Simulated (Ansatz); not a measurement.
# Mg2Si: a relaxation

Wanted: a converged relaxation for Mg2Si, and a check of what comes out. The structure is shown as the input types it.

The COD entry's cell or inner coordinates are ideal or old and differ from later refinements, so a difference from it is no clean test against experiment.

Computed with Ansatz 0.2.0 (DFT, r2SCAN, PAW with Ansatz's default frozen-core files, scalar-relativistic; relaxation of cell and atoms, unless a step's input says otherwise).

**1. The structure to begin with**

It takes space group Fm-3m (No. 225, cubic). Conventional cell: a = 6.391 Å, b = 6.391 Å, c = 6.391 Å, α = 90.00°, β = 90.00°, γ = 90.00°. Mg (site symmetry -43m) is surrounded by 4 Si at 2.77 Å. Si (site symmetry m-3m) is surrounded by 8 Mg at 2.77 Å.

Coordinates:

```xyz
3
Lattice="0.0000 3.1955 3.1955 3.1955 0.0000 3.1955 3.1955 3.1955 0.0000" Properties=species:S:1:pos:R:3 pbc="T T T"
Mg    1.5978    1.5978    1.5978
Mg    4.7933    4.7933    4.7933
Si    0.0000    0.0000    0.0000
```

**2. The calculation**

Input file input.yaml:

```yaml
crystal:
  lattice:
    - [0.0, 3.1955, 3.1955]
    - [3.1955, 0.0, 3.1955]
    - [3.1955, 3.1955, 0.0]
  atoms:
    - { symbol: Mg, position: [0.25, 0.25, 0.25] }
    - { symbol: Mg, position: [0.75, 0.75, 0.75] }
    - { symbol: Si, position: [0.0, 0.0, 0.0] }
kpoints:
  mp_grid: { grid: [6, 6, 6] }
scf:
  occupations: { method: fixed }
  convergence: { dr2_threshold: 1.0e-20 }
  max_iter: 80
hamiltonian:
  xc: r2scan
  pseudopotentials: { kind: paw }
relax:
  f_tol: 0.002
  max_steps: 80
  cell: {}
output:
  forces: true
  stress: true
```

Started as:

```console
$ ansatz run input.yaml --threads 2 --pin off --max-ram 6144MiB --backend cpu --events-out ev --progress --plain --runs-dir out
```

**Question.** How will this run end, and is anything wrong with its input?

The program finished normally. Convergence says nothing about whether the input makes sense.

The suspect setting: scf.convergence.dr2_threshold is 1.0e-20. What could go wrong: threshold needlessly tight. Once met, so tight a threshold does no harm; it costs cycles.

The test: delete scf.convergence.dr2_threshold (the default then holds).
